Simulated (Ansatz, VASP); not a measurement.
# CdTe: VASP beside Ansatz, part 2 of 2

Aim: how closely do two programs agree when they are given the same cell, functional and k mesh?

VASP 6.6.1 and Ansatz 0.2.0.

So far: The starting structure; VASP: G0W0 gap, PBE.

## Step 3: Ansatz: G0W0 gap, PBE

Level of this step: Ansatz beside VASP: Kohn-Sham DFT, plane waves, PBE, G0W0 (Ansatz).

Ansatz runs on its default PAW (the set named soft_2) files.

The same cell, functional and mesh now go to Ansatz, which takes its cutoff from its data sets.

input.yaml

```yaml
crystal:
  lattice:
    - [0.0, 3.24, 3.24]
    - [3.24, 0.0, 3.24]
    - [3.24, 3.24, 0.0]
  atoms:
    - { symbol: Cd, position: [0.0, 0.0, 0.0] }
    - { symbol: Te, position: [0.25, 0.25, 0.25] }
hamiltonian:
  xc: pbe
  pseudopotentials: { kind: paw }
kpoints:
  mp_grid: { grid: [4, 4, 4] }
scf:
  occupations: { method: fixed }
gw:
  n_empty_bands: 503
  ecut_chi: 220.0
  qp_bands: [v2, c2]
  qp_kpoints: band_edges
  screening: { model: contour_deformation }
```

On the command line:

```
> ansatz run input.yaml --threads 4 --pin off --max-ram 9216MiB --backend cpu --events-out ev --progress --plain --runs-dir out
```

Numbers of over 12 decimals in the logs are rounded to 6 here.

The program printed:

```text
Engine: ansatz 0.2.0, x86_64-unknown-linux-gnu
Pseudopotentials: kind: paw
Pseudopotential: Cd, paw, valence charge 20, recommended cutoff 420 eV (normal), Cd.paw.azcp
Pseudopotential: Te, paw, valence charge 16, recommended cutoff 420 eV (normal), Te.paw.azcp
Functional definition: PBE
  parameter kappa = 0.804
  parameter beta = 0.066725
  exchange = pbe_x(kappa = kappa, mu = beta*pi^2/3)
  correlation = pbe_c(beta = beta)
Crystal: 2 atoms, lattice volume = 68.024 Å³
Basis set: ecut = 420 eV, 1363 PW (Γ)
Bands: 22, of which v1, the nominal top of the filled ones, is band 18 counted from 1 (17 counted from 0)
Symmetry: 24 space group operations
Space group: F-43m (ITA 216), of the structure as read, at distance tolerance 4.1e-5 Å
k-points: 8 of 64 (time reversal used)
Non-local potential: Cd, projectors of the file, l = 0: 3, l = 1: 2, l = 2: 2, l = 3: 1
Non-local potential: Te, projectors of the file, l = 0: 2, l = 1: 2, l = 2: 2, l = 3: 2
PAW form: soft (Blöchl's): semilocal exchange-correlation on the pseudo side does not see the compensation charge
PAW one-centre angular grid: Cd, 590 points (default); XC on 64 Gauss nodes
PAW one-centre angular grid: Te, 590 points (default); XC on 64 Gauss nodes
Initial density: superposition of atomic densities (neutral atoms: chi_scale 0, normalization atom), corrected by the library's trained network
Initial wavefunctions: pseudopotential atomic-orbital guess
Functional: x = pbe(κ = 0.804, μ = 0.219515), c = pbe(β = 0.066725)
SCF iter   1: F=—  HF=-15235.242811 eV  |F-HF|=—  |Δ(HF+E_count)|=         —  Δρ=6.83e-4  dr2=5.87e-4  ethr=1.77e-3  ⟨swp⟩=4.9  Hψ=686  notcnv=0  defer=14
preconditioner: auto → none  [insulator: Δε(μ)=0.753 eV  Ē_g=11.373 eV  n_scr=14 (ndim 8)  ℏωp=19.1 eV  f_vac=0.191  ε∞_Penn≈3.8]
SCF iter   2: F=—  HF=-15235.242897 eV  |F-HF|=—  |Δ(HF+E_count)|=   8.62e-5  Δρ=3.05e-4  dr2=5.50e-5  ethr=1.63e-6  ⟨swp⟩=4.1  Hψ=497  notcnv=0  defer=12
SCF iter   3: F=—  HF=-15235.242932 eV  |F-HF|=—  |Δ(HF+E_count)|=   3.45e-5  Δρ=1.04e-4  dr2=5.48e-6  ethr=1.53e-7  ⟨swp⟩=2.0  Hψ=320  notcnv=0  defer=12
SCF iter   4: F=—  HF=-15235.242954 eV  |F-HF|=—  |Δ(HF+E_count)|=   2.25e-5  Δρ=4.29e-5  dr2=9.66e-7  ethr=1.52e-8  ⟨swp⟩=2.0  Hψ=253  notcnv=0  defer=14
iter 5 did not close the SCF: its close was put off for the readings that it lacked (scf_convergence_deferred on its scf_iter line)
SCF iter   5: F=-15235.242962 eV  HF=-15235.242962 eV  |F-HF|=4.22e-7  |Δ(HF+E_count)|=   8.02e-6  Δρ=9.16e-6  dr2=4.61e-8  ethr=2.68e-9  ⟨swp⟩=2.0  Hψ=251  notcnv=0  defer=16
SCF iter   6: F=-15235.242963 eV  HF=-15235.242963 eV  |F-HF|=3.51e-9  |Δ(HF+E_count)|=   4.90e-7  Δρ=1.06e-6  dr2=1.16e-9  ethr=1.28e-10  ⟨swp⟩=4.6  Hψ=689  notcnv=0
SCF 1 converged in 6 iterations: F = -15235.242963 eV  dr2 = 1.16e-9
  greatest PAW one-centre occupation: 1.000 electrons in one spin orbital (limit 2), on the Cd atom at site 0 (counted from 0), in its partial waves of l = 0
NSCF: frozen V_eff on 8 k-points
G₀W₀ screening: q 1/8
G₀W₀ screening: q 2/8 (q-point 5)
G₀W₀ screening: q 3/8 (q-point 6)
G₀W₀ screening: q 4/8 (q-point 2)
G₀W₀ screening: q 5/8 (q-point 4)
G₀W₀ screening: q 6/8 (q-point 8)
G₀W₀ screening: q 7/8 (q-point 3)
G₀W₀ screening: q 8/8 (q-point 7)
G₀W₀ self-energy: k 1/5
G₀W₀ self-energy: k 2/5
G₀W₀ self-energy: k 3/5
G₀W₀ self-energy: k 4/5
G₀W₀ self-energy: k 5/5
NSCF: frozen V_eff on 1 k-points
SCF converged after 6 iterations
Free energy (F): -15235.242963 eV
Harris-Foulkes:  -15235.242963 eV  (|F-HF|=3.51e-9)
Internal energy: -15235.242963 eV  (E = F + TS)
E sigma→0 (E₀):  -15235.242963 eV
Fermi energy:    7.493305 eV
--- Per-component energies (eV) ---
  E_band       = -788.927521
  E_kinetic    = 685.965725
  E_local      = -5419.153341  (includes V_loc(G=0)·N_el)
  E_nonlocal   = -276.664330
  E_hartree    = 2733.827812
  E_xc         = -301.206715
  E_vxc        = -326.025417  (∫ρ·V_xc dr)
  E_paw        = -8745.987678  (= ΣΔE_a)
  E_vpaw       = -920.707399  (= ΣTr[D̂ρ^β])
  E_aug_tail   = -0.000149  (compensation charges beyond the density's cutoff)
  E_ewald      = -3912.024287
  E_smearing   = -0.000000  (= −TS)
  E_closure    = -0.000000  (closes the sum)
  Σ components = -15235.242963   (vs F -15235.242963, Δ=0.00e0)
--- Band table (eV; the first three rows and the last of 8) ---
  k-point 0: bands = [... 14 lower, -0.5564, 7.4933, 7.4933, 7.4933, 8.2549, 12.0932, 12.0932, 12.0932]
  k-point 1: bands = [... 14 lower, -0.5568, 4.7640, 7.0639, 7.0639, 9.4755, 12.6447, 12.6447, 12.8540]
  k-point 2: bands = [... 14 lower, -0.1996, 3.0635, 6.7169, 6.7169, 9.3049, 12.6857, 12.6857, 14.5530]
  k-point 7: bands = [... 14 lower, 0.0230, 3.3010, 5.1687, 5.2940, 11.7422, 12.1727, 13.0480, 13.8033]
--- G₀W₀: contour deformation, 8 samples at zero and on the imaginary axis and 2 off it, 64 q-points, 503 empty bands' worth ---
  eigenvalues of the whole cell's RPA ε∞ on this k-mesh (on a slab, of 1 + 4πα/V) = 26.0672, 26.0672, 26.0672; static W/v taken at q = 0 is 0.038362
  bands read: the sum over 521 bands ends inside a degenerate multiplet in 1 slot, whose members it reads at an even weight; the widest, k=0: bands 520 to 522 (counted from 1) at 2/3 each
  gw.qp_kpoints: band_edges: 5 of 8 stored k-points solved, in 1 pass; an edge of the gap read off the rows below is read off those points alone
    valence top: of the k-points left out ik 5 came nearest to being solved in a further pass, in band 18 (counted from 1, as in the quasiparticle table): it holds the edge there only if its correction is more favourable than any solved in that band by at least 0.807 eV; those differ by 0.070 eV
    conduction bottom: of the k-points left out ik 4 came nearest to being solved in a further pass, in band 19 (counted from 1, as in the quasiparticle table): it holds the edge there only if its correction is more favourable than any solved in that band by at least 2.046 eV; those differ by 0.211 eV
    ik  band        ε_KS         Σx   Σc(E_QP)       V_xc       Z   E_QP_lin       E_QP  E_QP is
     0    17      7.4933   -17.9153     1.4004   -15.8818  0.7361     6.8204     6.8602  root
     0    18      7.4933   -17.9153     1.4004   -15.8818  0.7361     6.8204     6.8602  root
     0    19      8.2549    -9.3458    -4.0101   -13.3112  0.7579     8.2103     8.2102  root
     0    20     12.0932    -6.6148    -4.2378   -10.8472  0.7402    12.0878    12.0878  root
     1    17      7.0639   -17.2942     1.5054   -15.1350  0.7329     6.3644     6.4101  root
     1    18      7.0639   -17.2942     1.5054   -15.1350  0.7329     6.3644     6.4101  root
     1    19      9.4755    -8.7018    -4.0243   -12.6953  0.7521     9.4447     9.4446  root
     1    20     12.6447    -6.7352    -4.3774   -11.1138  0.7351    12.6459    12.6459  root
     2    17      6.7169   -16.9106     1.6265   -14.6120  0.7293     5.9928     6.0448  root
     2    18      6.7169   -16.9106     1.6265   -14.6120  0.7293     5.9928     6.0448  root
     2    19      9.3049    -8.3643    -3.9746   -12.3052  0.7547     9.2712     9.2712  root
     2    20     12.6857    -6.5003    -4.2943   -10.7698  0.7346    12.6609    12.6608  root
     3    17      6.4056   -16.4565     1.6949   -14.0845  0.7261     5.6737     5.7284  root
     3    18      6.4056   -16.4565     1.6949   -14.0845  0.7261     5.6737     5.7284  root
     3    19     10.4297    -8.8765    -4.1099   -12.9953  0.7443    10.4385    10.4385  root
     3    20     10.8230    -6.4731    -3.9513   -10.2715  0.7550    10.6712    10.6701  root
     6    17      5.6269   -15.6794     1.9887   -12.9877  0.7143     4.8553     4.9239  root
     6    18      5.6269   -15.6794     1.9887   -12.9877  0.7143     4.8553     4.9239  root
     6    19     10.0947    -5.9079    -3.6673    -9.3728  0.7620     9.8942     9.8924  root
     6    20     10.1631    -8.0919    -3.8984   -11.9388  0.7512    10.1118    10.1116  root
```

It took 90 s on 4 threads of Intel Xeon 6975P-C (Granite Rapids), shared host; peak memory 1.6 GiB; 5.4 min of CPU time.

## Step 4: Differences

Known differences besides the potentials themselves: the two programs' PAW sets differ in cores and partial waves; the data sets hold 36 valence electrons in Ansatz (default PAW (the set named soft_2) files) and 18 in VASP; the cutoff is 420 eV in Ansatz and 330 eV in VASP; VASP leaves aspherical gradient terms in its spheres out (LASPH is not set), Ansatz keeps them; Ansatz integrates over frequency by contour deformation, VASP on a grid of NOMEGA points. Total energies have different zeros and are not compared.

Compared:

```
                 quantity  Ansatz  VASP  difference
G0W0 gap on the mesh (eV)    1.39  1.47       -0.08
    PBE gap under it (eV)    0.76  0.75       +0.01
```

## Step 5: Results

| Property | Result |
| --- | --- |
| difference in G0W0 gap on the mesh (G0W0 gap, PBE) | -0.078 eV |

The difference in G0W0 gap on the mesh is -0.078 eV (G0W0 gap, PBE), within the 0.15 eV picked in this series as the mark of a large difference. Such differences can come from data sets, numerical settings and the points named under the comparisons, not from the functional's error against experiment.

[Lines on the potential files, build, host, timing and source positions are cut from VASP's logs without a mark.]

[Logs are printed without paths, hosts, clocks, repeated set-up lines and the standing remarks that a program may print on its own settings, such as how far it seeks lower states.]

[Hosts, paths, dates, database ids (printed as entryN), source tags and the programs' standing remarks are cut or masked in the printed files.]
